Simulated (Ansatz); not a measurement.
# N on Ni(111): change of the work function, part 3 of 4

How does N on the fcc site change the work function of Ni(111) as the layer fills?

Ansatz 0.2.0; plane-wave DFT, PBE, Ansatz PAW.

So far, work function, upper face (eV): step 2 (the clean slab) 5.07; step 3 (37 atoms, coverage 0.111 ML, cell 3x3) 5.34.

## 4. The covered slab, k-mesh 6×6×1, coverage 0.25 ML

System of this step: Ni16N (N/Ni(111)). The cell holds 17 atoms: 16 Ni and 1 N. Cell: a = 4.978 Å, b = 4.978 Å, c = 25.466 Å, α = 90.0°, β = 90.0°, γ = 60.0°. Vacuum lies along c.

Another coverage, to see how the dipoles act on each other as their distance changes.

File input.yaml:

```yaml
crystal:
  lattice:
    - [4.9780317395, 0.0, 0.0]
    - [2.4890158698, 4.3111019473, 0.0]
    - [0.0, 0.0, 25.4661806774]
  atoms:
    - { symbol: Ni, position: [0.0, 0.0, 0.3534098856], spin: 0.7 }
    - { symbol: Ni, position: [0.1666666667, 0.1666666667, 0.4332127022], spin: 0.72 }
    - { symbol: Ni, position: [0.3333333333, 0.3333333333, 0.51275018], spin: 0.72 }
    - { symbol: Ni, position: [0.0, 0.0, 0.5914890919], spin: 0.7 }
    - { symbol: Ni, position: [0.0, 0.5, 0.3534098856], spin: 0.7 }
    - { symbol: Ni, position: [0.1666666667, 0.6666666667, 0.4332127022], spin: 0.72 }
    - { symbol: Ni, position: [0.3333333333, 0.8333333333, 0.51275018], spin: 0.72 }
    - { symbol: Ni, position: [0.0, 0.5, 0.5914890919], spin: 0.7 }
    - { symbol: Ni, position: [0.5, 0.0, 0.3534098856], spin: 0.7 }
    - { symbol: Ni, position: [0.6666666667, 0.1666666667, 0.4332127022], spin: 0.72 }
    - { symbol: Ni, position: [0.8333333333, 0.3333333333, 0.51275018], spin: 0.72 }
    - { symbol: Ni, position: [0.5, 0.0, 0.5914890919], spin: 0.7 }
    - { symbol: Ni, position: [0.5, 0.5, 0.3534098856], spin: 0.7 }
    - { symbol: Ni, position: [0.6666666667, 0.6666666667, 0.4332127022], spin: 0.72 }
    - { symbol: Ni, position: [0.8333333333, 0.8333333333, 0.51275018], spin: 0.72 }
    - { symbol: Ni, position: [0.5, 0.5, 0.5914890919], spin: 0.7 }
    - { symbol: "N", position: [0.1666666667, 0.1666666667, 0.6465901144] }
magnetization:
  spin_polarized: true
kpoints:
  mp_grid: { grid: [6, 6, 1] }
hamiltonian:
  xc: pbe
scf:
  occupations: { method: fermi_dirac, width: 0.1 }
  convergence: { dr2_threshold: 1.0e-08 }
efield:
  axis: 3
  dipole_correction: true
  ramp_position: 0.97
  ramp_width: 0.06
relax:
  f_tol: 0.02
  max_steps: 60
  constraints: [{ sites: [0, 1, 4, 5, 8, 9, 12, 13] }]
output:
  dos: { projected: true, e_range: [-8, 4] }
  write_potential: true
  write_density: true
  volumetric_format: npy
  elf: true
```

Command:

```sh
$ ansatz run input.yaml --threads 4 --pin off --max-ram 16384MiB --backend cpu --events-out ev --progress --plain --runs-dir out
```

Numbers of over 12 decimals in the logs are rounded to 6 here.

The program printed:

```text
[...]
Crystal: 17 atoms, lattice volume = 546.525 Å³
Basis set: ecut = 420 eV, 10663 PW (Γ), exchange–correlation on 72×72×360 points (8 copies of the dense FFT grid, shifted against one another)
Bands: 183, of which v1, the nominal top of the filled ones, is band 147 counted from 1 (146 counted from 0)
Symmetry: 6 space group operations
k-points: 7 of 36 (time reversal used)
[...]
Starting moments: Σ|m| = 11.36 μB on 16 of 17 sites
[...]
SCF iter   1: F=—  HF=-93800.303555 eV  |F-HF|=—  |Δ(HF+E_count)|=         —  Δρ=3.38e-2 (↑1.71e-2 ↓3.38e-2)  dr2=1.44e1  dr2_m=1.14e0  M=12.148 μB ∫|m|=12.729 μB  β_m=1.00  ethr=3.10e-3  p=-0.000 e·Å  D=-9.15e-7 V/Å  ΔV_dip=0.00 eV  dr2_dipole=2.05e0  V_vac-E_F(+/−)=7.35/7.35 eV  ⟨swp⟩=8.8  Hψ=12488  notcnv=0  defer=177
[...]
SCF iter  22: F=-93813.819962 eV  HF=-93813.819962 eV  |F-HF|=1.88e-9  |Δ(HF+E_count)|=  4.66e-10  Δρ=3.12e-7 (↑1.41e-7 ↓3.12e-7)  dr2=2.02e-9  dr2_m=6.50e-11  M=9.708 μB ∫|m|=11.006 μB  ethr=3.41e-12  p=-0.153 e·Å  D=-5.08e-2 V/Å  ΔV_dip=1.29 eV  dr2_dipole=3.22e-10  V_vac-E_F(+/−)=6.38/5.09 eV  ⟨swp⟩=14.5  Hψ=19494  notcnv=0
SCF 1 converged in 22 iterations: F = -93813.819962 eV  dr2 = 2.02e-9
[...]
relax step   1: F+E_penalty+E_count = -93813.81996150 eV  Δ(F+E_penalty+E_count) = +0.000e0 eV  max|allowed force component| = 4.417e0 eV/Å  Δτ_max = 0.0000 Å  (22 SCF iters, accepted)
[...]
SCF iter  17: F=-93814.381264 eV  HF=-93814.381264 eV  |F-HF|=5.46e-9  |Δ(HF+E_count)|=  1.16e-10  Δρ=3.90e-7 (↑1.43e-7 ↓3.90e-7)  dr2=5.19e-9  dr2_m=9.17e-11  M=9.313 μB ∫|m|=10.581 μB  ethr=1.28e-12  p=-0.127 e·Å  D=-4.19e-2 V/Å  ΔV_dip=1.07 eV  dr2_dipole=1.41e-9  V_vac-E_F(+/−)=6.15/5.09 eV  ⟨swp⟩=5.3  Hψ=12638  notcnv=0
SCF 2 converged in 17 iterations: F = -93814.381264 eV  dr2 = 5.19e-9
relax step   2: F+E_penalty+E_count = -93814.38126443 eV  Δ(F+E_penalty+E_count) = -5.613e-1 eV  max|allowed force component| = 3.331e0 eV/Å  Δτ_max = 0.1294 Å  (17 SCF iters, accepted)
SCF iter   1: F=—  HF=-93815.022570 eV  |F-HF|=—  |Δ(HF+E_count)|=         —  Δρ=8.78e-3 (↑8.78e-3 ↓6.76e-3)  dr2=7.55e-1  dr2_m=9.62e-2  M=8.824 μB ∫|m|=10.114 μB  β_m=1.00  ethr=2.00e-3  p=-0.127 e·Å  D=-4.19e-2 V/Å  ΔV_dip=1.07 eV  dr2_dipole=3.44e-2  V_vac-E_F(+/−)=6.13/5.06 eV  ⟨swp⟩=4.0  Hψ=5620  notcnv=0  defer=229
[...]
SCF iter  15: F=-93814.869936 eV  HF=-93814.869936 eV  |F-HF|=2.50e-9  |Δ(HF+E_count)|=   2.83e-8  Δρ=2.99e-7 (↑1.85e-7 ↓2.99e-7)  dr2=1.21e-9  dr2_m=9.07e-11  M=8.615 μB ∫|m|=9.874 μB  ethr=1.38e-12  p=-0.072 e·Å  D=-2.39e-2 V/Å  ΔV_dip=0.61 eV  dr2_dipole=1.32e-10  V_vac-E_F(+/−)=5.69/5.08 eV  ⟨swp⟩=12.1  Hψ=18346  notcnv=0
SCF 3 converged in 15 iterations: F = -93814.869936 eV  dr2 = 1.21e-9
relax step   3: F+E_penalty+E_count = -93814.86993595 eV  Δ(F+E_penalty+E_count) = -4.887e-1 eV  max|allowed force component| = 4.322e-1 eV/Å  Δτ_max = 0.1949 Å  (15 SCF iters, accepted)
[...]
relax step   4: F+E_penalty+E_count = -93814.88705982 eV  Δ(F+E_penalty+E_count) = -1.712e-2 eV  max|allowed force component| = 1.324e-1 eV/Å  Δτ_max = 0.0202 Å  (14 SCF iters, accepted)
SCF iter   1: F=—  HF=-93814.892070 eV  |F-HF|=—  |Δ(HF+E_count)|=         —  Δρ=1.08e-3 (↑1.08e-3 ↓1.04e-3)  dr2=6.47e-3  dr2_m=2.59e-3  M=8.606 μB ∫|m|=9.863 μB  β_m=1.00  ethr=4.71e-5  p=-0.074 e·Å  D=-2.45e-2 V/Å  ΔV_dip=0.62 eV  dr2_dipole=2.43e-4  V_vac-E_F(+/−)=5.70/5.08 eV  ⟨swp⟩=3.1  Hψ=4696  notcnv=0  defer=253
[...]
SCF iter  13: F=-93814.891795 eV  HF=-93814.891795 eV  |F-HF|=9.31e-10  |Δ(HF+E_count)|=   2.84e-8  Δρ=7.14e-7 (↑2.32e-7 ↓7.14e-7)  dr2=4.91e-9  dr2_m=5.58e-10  M=8.586 μB ∫|m|=9.843 μB  ethr=1.00e-12  p=-0.073 e·Å  D=-2.41e-2 V/Å  ΔV_dip=0.61 eV  dr2_dipole=8.79e-11  V_vac-E_F(+/−)=5.69/5.08 eV  ⟨swp⟩=11.1  Hψ=18868  notcnv=0
SCF 5 converged in 13 iterations: F = -93814.891795 eV  dr2 = 4.91e-9
relax step   5: F+E_penalty+E_count = -93814.89179516 eV  Δ(F+E_penalty+E_count) = -4.735e-3 eV  max|allowed force component| = 1.338e-2 eV/Å  Δτ_max = 0.0246 Å  (13 SCF iters, accepted)
[...]
SCF converged after 13 iterations
Magnetization: 8.5860 μB (150.7930 up, 142.2070 down)
Absolute magnetization: 9.8522 μB (∫|ρ↑−ρ↓|, with the PAW one-centre terms)
[...]
Per-site moments (μB) at R_I (Å): [(0.708296, 1.026719), (0.723962, 1.020810), (0.659149, 1.006982), (0.105835, 0.723895), (0.708296, 1.026719), (0.701274, 1.020806), (0.659149, 1.006982), (0.105835, 0.723895), (0.708296, 1.026719), (0.701274, 1.020806), (0.659149, 1.006982), (0.105835, 0.723895), (0.720387, 1.026719), (0.701274, 1.020806), (0.508944, 1.026798), (0.625571, 1.006982), (-0.010595, 0.723895)]
Free energy (F): -93814.891795 eV
[...]
Internal energy: -93813.967019 eV  (E = F + TS)
E sigma→0 (E₀):  -93814.429407 eV
Entropy (-TS):   -0.924777 eV (-54.399 meV/atom)
Fermi energy:    2.334478 eV
Dipole field:    D = -0.024116 V/Å  (p = -0.072836 e·Å, saw-weighted, corrected)
Work function:   Φ+ = 5.6933 eV   Φ− = 5.0792 eV
[...]
--- Forces (eV/Å), atoms counted from 1 ---
  atom   1  Ni    -0.01689633    -0.00975510     0.14909830
  atom   2  Ni    -0.00000000    -0.00000000    -0.16045351
  atom   3  Ni    -0.00406497    -0.00234691    -0.01106125
  atom   4  Ni     0.01158505     0.00668863     0.01127257
  atom   5  Ni     0.00000000     0.01951020     0.14909830
  atom   6  Ni    -0.02349352     0.01356399    -0.14910840
  atom   7  Ni     0.00000000     0.00469383    -0.01106125
  atom   8  Ni    -0.00000000    -0.01337727     0.01127257
  atom   9  Ni     0.01689633    -0.00975510     0.14909830
  atom  10  Ni    -0.00000000    -0.02712798    -0.14910840
  atom  11  Ni     0.00406497    -0.00234691    -0.01106125
  atom  12  Ni    -0.01158505     0.00668863     0.01127257
  atom  13  Ni     0.00000000    -0.00000000     0.14839431
  atom  14  Ni     0.02349352     0.01356399    -0.14910840
  atom  15  Ni    -0.00000000     0.00000000     0.00606689
  atom  16  Ni    -0.00000000     0.00000000     0.01332282
  atom  17  N     -0.00000000     0.00000000    -0.00793818
  max |Σ_I F_I| component: 3.98e-6 eV/Å
--- Band table (eV; the first three rows and the last of 14) ---
  k-point 0 ↑: bands = [... 143 lower, 1.9236, 1.9289, 1.9653, 2.0104, 2.0104, 2.0460, 2.0772, 2.3186, ... 32 higher]
  k-point 1 ↑: bands = [... 143 lower, 1.7910, 1.8027, 1.8199, 1.8459, 1.8975, 1.9166, 2.4033, 2.4865, ... 32 higher]
  k-point 2 ↑: bands = [... 143 lower, 1.7063, 1.7135, 1.7510, 1.7812, 1.7949, 1.8274, 1.9473, 2.3068, ... 32 higher]
  k-point 6 ↓: bands = [... 143 lower, 2.3231, 2.3232, 2.3370, 2.3602, 2.3771, 2.3812, 2.3971, 2.4120, ... 32 higher]
--- Relaxed structure (5 steps of the walk, 5 accepted, 0 SCFs on fresh bases) ---
  F+E_penalty+E_count = -93814.89179516 eV   max|allowed force component| = 1.338e-2 eV/Å
  atoms:
[...]
- { symbol: Ni, position: [0.166667, 0.166667, 0.4332127022] }
    - { symbol: Ni, position: [0.333335, 0.333335, 0.512325] }
    - { symbol: Ni, position: [-0.00224107, -0.00224107, 0.594968] }
    - { symbol: Ni, position: [0.0, 0.500000, 0.3534098856] }
    - { symbol: Ni, position: [0.166667, 0.666667, 0.4332127022] }
    - { symbol: Ni, position: [0.333335, 0.833331, 0.512325] }
    - { symbol: Ni, position: [-0.00224107, 0.504482, 0.594968] }
    - { symbol: Ni, position: [0.500000, -1.7959490104491818e-17, 0.3534098856] }
    - { symbol: Ni, position: [0.666667, 0.166667, 0.4332127022] }
    - { symbol: Ni, position: [0.833331, 0.333335, 0.512325] }
    - { symbol: Ni, position: [0.504482, -0.00224107, 0.594968] }
    - { symbol: Ni, position: [0.5, 0.500000, 0.3534098856] }
    - { symbol: Ni, position: [0.666667, 0.666667, 0.4332127022] }
    - { symbol: Ni, position: [0.833333, 0.833333, 0.513541] }
    - { symbol: Ni, position: [0.5, 0.500000, 0.589816] }
    - { symbol: N, position: [0.166667, 0.166667, 0.633416] }
```

The job ended after 7.9 min (4 threads of Intel Xeon Platinum 8259CL at 2.50GHz (Skylake/Cascade Lake), shared host; peak memory 3.1 GiB).

Step by step:

```
step  energy less that of the first step (eV)  largest force component (eV/Å)
   1                                   0.0000                          4.4170
   2                                  -0.5613                          3.3310
   3                                  -1.0500                          0.4322
   4                                  -1.0671                          0.1324
   5                                  -1.0718                          0.0134
```

Forces are held to the 6 operations that the run works with; a distortion that breaks them can't arise in this run.

The atoms that moved most (Å):

```
atom      dx      dy      dz  length
 N17   0.000   0.000  -0.335   0.335
 Ni4  -0.017  -0.010   0.089   0.091
Ni12   0.017  -0.010   0.089   0.091
 Ni8   0.000   0.019   0.089   0.091
Ni16   0.000   0.000  -0.043   0.043
Ni15   0.000   0.000   0.020   0.020
 Ni7   0.000   0.000  -0.011   0.011
Ni11   0.000   0.000  -0.011   0.011
```

Final coordinates:

```xyz
17
Lattice="4.9780 0.0000 0.0000 2.4890 4.3111 0.0000 0.0000 0.0000 25.4662" Properties=species:S:1:pos:R:3
Ni    0.0000    0.0000    9.0000
Ni    1.2445    0.7185   11.0323
Ni    2.4890    1.4370   13.0470
Ni   -0.0167   -0.0097   15.1516
Ni    1.2445    2.1556    9.0000
Ni    2.4890    2.8741   11.0323
Ni    3.7335    3.5926   13.0470
Ni    1.2445    2.1749   15.1516
Ni    2.4890    0.0000    9.0000
Ni    3.7335    0.7185   11.0323
Ni    4.9780    1.4370   13.0470
Ni    2.5058   -0.0097   15.1516
Ni    3.7335    2.1556    9.0000
Ni    4.9780    2.8741   11.0323
Ni    6.2225    3.5926   13.0779
Ni    3.7335    2.1556   15.0204
N     1.2445    0.7185   16.1307
```

Numbers from this step:

| Item | Value |
| --- | --- |
| energy at zero smearing | -93814.4294 eV |
| total moment | 8.586 μB |
| work function, upper face | 5.693 eV |
| work function, lower face | 5.079 eV |
| dipole along the normal | -0.07284 e·Å |
| step between the vacuum levels | 0.6141 eV |

The density of states has structure finer than the step of the table below, so its rows give means over 0.25 eV, whole bins alone (the curve runs from -8 to 1.98 eV). Peaks (eV: height): total -2.290: 63.9, -2.140: 60.0, -1.800: 58.9, -1.620: 74.5, -1.560: 61.4, -0.750: 63.4, -0.660: 61.1; up -2.680: 34.4, -2.290: 46.6, -2.140: 42.0, -1.980: 36.9, -1.620: 49.7, -1.320: 38.5, -0.750: 43.5; down -1.560: 27.5, -1.470: 39.3, -1.350: 37.9, -1.200: 33.0, -0.780: 40.3, 0.000: 32.0, 0.300: 39.3.

Density of states against energy, zero at the Fermi level; means over each step; values in states/eV a cell:

```
energy (eV)  total     up   down
      -7.75  0.946  0.477  0.468
      -7.50  0.965  0.483  0.481
      -7.25   1.05  0.529  0.525
      -7.00   2.57   1.29   1.28
      -6.75   1.86  0.945  0.913
      -6.50   2.77   1.39   1.38
      -6.25   3.37   1.73   1.65
      -6.00   2.20   1.19   1.01
      -5.75   4.00   2.08   1.91
      -5.50   6.87   4.01   2.87
      -5.25   10.2   4.63   5.58
      -5.00   5.66   3.67   1.99
      -4.75   9.07   4.30   4.77
      -4.50   10.2   6.34   3.90
      -4.25   11.7   8.92   2.81
      -4.00   18.8   9.57   9.22
      -3.75   20.3   15.3   4.98
      -3.50   22.3   12.6   9.70
      -3.25   27.5   14.2   13.4
      -3.00   27.8   14.8   13.0
      -2.75   29.8   18.5   11.3
      -2.50   32.9   19.0   13.9
      -2.25   44.0   28.9   15.1
      -2.00   43.0   23.1   19.9
      -1.75   41.1   18.4   22.7
      -1.50   51.2   25.0   26.2
      -1.25   46.5   25.5   21.0
      -1.00   42.7   24.8   17.8
      -0.75   52.0   31.5   20.6
      -0.50   37.4   17.9   19.5
      -0.25   25.3   3.96   21.4
       0.00   31.4   8.12   23.2
       0.25   24.8   4.15   20.6
       0.50   11.8   2.76   9.01
       0.75   5.24   1.75   3.49
       1.00   7.85   5.56   2.29
       1.25   5.53   1.96   3.58
       1.50   4.86   1.77   3.09
       1.75   4.76   1.92   2.85
```

Projected DOS per atom over height of the atomic layer and energy from the Fermi level. Layers: Ni4 Ni4 Ni4 Ni4 N from below.

Ten even steps from '0' (0.01 states/eV) to '9' (3.45 states/eV), each cell a mean:
```
00001
00001
10001
22222
55441
76770
97780
97770
86670
77660
45550
34540
24420
13310
12113
00015
00026
00000
00000
00000
00000
00000
```
Columns: height of the atomic layer (Å) from 9 to 16.1 (not evenly spaced); rows upwards: energy from the Fermi level (eV) from -7.96 to 1.95.

Projected DOS per atom, spin up over height of the atomic layer and energy from the Fermi level. Layers: Ni4 Ni4 Ni4 Ni4 N from below.

Ten even steps from '0' (0.01 states/eV) to '9' (2.02 states/eV), each cell a mean:
```
00000
00000
00001
00012
00111
55760
97770
75660
75450
87760
45540
33430
35520
13310
12112
00014
00015
00000
00000
00000
00000
00000
```
Columns: height of the atomic layer (Å) from 9 to 16.1 (not evenly spaced); rows upwards: energy from the Fermi level (eV) from -7.96 to 1.95.

Projected DOS per atom, spin down over height of the atomic layer and energy from the Fermi level. Layers: Ni4 Ni4 Ni4 Ni4 N from below.

Ten even steps from '_' (0.01 states/eV) to '@' (1.84 states/eV), each cell a mean:
```
__________
________..
..______..
--====::::
@@%%%%++..
%%**##**__
**++**##__
@@##****__
##****##__
==++++++__
--==--==__
::==++==__
..::::..__
..::::..__
__......--
______..==
______..**
__________
__________
__________
__________
__________
```
Columns: height of the atomic layer (Å) from 9 to 16.1 (not evenly spaced); rows upwards: energy from the Fermi level (eV) from -7.96 to 1.95.

Site moment by atom:

```
atom  site moment (μB)
 Ni1             0.708
 Ni2             0.724
 Ni3             0.659
 Ni4             0.106
 Ni5             0.708
 Ni6             0.701
 Ni7             0.659
 Ni8             0.106
 Ni9             0.708
Ni10             0.701
Ni11             0.659
Ni12             0.106
Ni13             0.720
Ni14             0.701
Ni15             0.509
Ni16             0.626
 N17            -0.011
```

Spin density in the ca plane at fractional y = 0.167, with atoms of Ni and N within 0.2 Å of it.

Ten even steps from '0' (0.0 e/Å³) to '9' (1.9 e/Å³), each cell a mean:
```
00000000000000000000000000000000000000000000
00000000000000000000000000000000000000000000
00000000010000000000000000000000000000000000
00000000175000000000000000000000000000000000
00000000176000000000000000000000000000000000
00000000011000000000000000000000000000000000
00000000000000000000000000000000000000000000
00000000000000000000000000000000000000000000
00000000000000000000000000000000000000000000
00000000032000000000000000000000000000000000
00000000298100000000000000000000000000000000
00000000143000000000000000000000000000000000
00000000000000000000000000000000000000000000
```
Columns run along c (16.0 Å, from fractional 0.30 to 0.93 of the cell), rows up along a (5.0 Å). Atoms in or near the plane, at fractional coordinates: Ni at (0.43, 0.17), Ni at (0.43, 0.67), N at (0.63, 0.17).

Electrostatic potential energy in the ca plane at fractional y = 0.167, with atoms of Ni and N within 0.2 Å of it. With pseudopotentials it is smooth inside the atoms' cores, unlike the true potential.

Ten even steps from '0' (-47 eV) to '9' (8 eV), each cell a mean:
```
99754689888998545887546899999999999999999999
99855789877898646888557899999999999999999999
99887888422688878998878999999999999999999999
99999986100279989999989999999999999999999999
99999986100279999999989999999999999999999999
99888887411588888998878999999999999999999999
99865788877888656888657899999999999999999999
99754689888998545887546899999999999999999999
99876788755788767898767789999999999999999999
99988887200488888999885126999999999999999999
99999986000179999999982004999999999999999999
99988887200388888999884116999999999999999999
99876888644788767898767779999999999999999999
```
Columns run along c (16.0 Å, from fractional 0.30 to 0.93 of the cell; values clipped at the 3rd and 97th percentile), rows up along a (5.0 Å). Atoms in or near the plane, at fractional coordinates: Ni at (0.43, 0.17), Ni at (0.43, 0.67), N at (0.63, 0.17).

ELF in the ca plane at fractional y = 0.167, with atoms of Ni and N within 0.2 Å of it. It is the smooth field of the valence electrons, not physical close to the nuclei.

Ten even steps from '0' (0.00) to '9' (0.85), each cell a mean:
```
11222222222222222222222244310000000000000000
12222222222222222222222111000000000000000000
22222222233222222222222211000000000000000000
23333332365323332223333321000000000000000000
23333332466323332223333321000000000000000000
22222222233222222222222211000000000000000000
12222222222222222222222111000000000000000000
11222222222222222222222233210000000000000000
22222222222222222222124788631000000000000000
23322232344223222222247789963100000000000000
23333332476323333222257349973100000000000000
23322332355223322222248789963100000000000000
22222222222222222222124798741000000000000000
```
Columns run along c (16.0 Å, from fractional 0.30 to 0.93 of the cell), rows up along a (5.0 Å). Atoms in or near the plane, at fractional coordinates: Ni at (0.43, 0.17), Ni at (0.43, 0.67), N at (0.63, 0.17).

The relaxation took 5 steps and lowered the energy by 1.1 eV; the largest force on the free atoms ends at 0.013 eV/Å.

By hand: a sheet of dipoles makes a step −p/(ε₀A) in the electron's potential. With e/ε₀ = 180.95 V·Å, p = -0.07284 e·Å and A = 21.46 Å², that is −180.95 × (-0.07284) / 21.46 = +0.614 eV, and the two vacuum levels of the run differ by +0.614 eV.

The covered face has 5.69 eV, +0.62 eV against the clean one; the bare back face has moved by -0.00 eV, a measure of how thin the slab is.

[end of part 3 of 4]

[Logs are printed without paths, hosts, clocks, repeated set-up lines and the standing remarks that a program may print on its own settings, such as how far it seeks lower states.]

[Hosts, paths, dates, database ids (printed as entryN), source tags and the programs' standing remarks are cut or masked in the printed files.]

[Maps of the electrostatic potential energy from Ansatz leave out the sawtooth potential of an applied field or a dipole correction, so their vacuum need not be flat; planar profiles and work functions include it.]
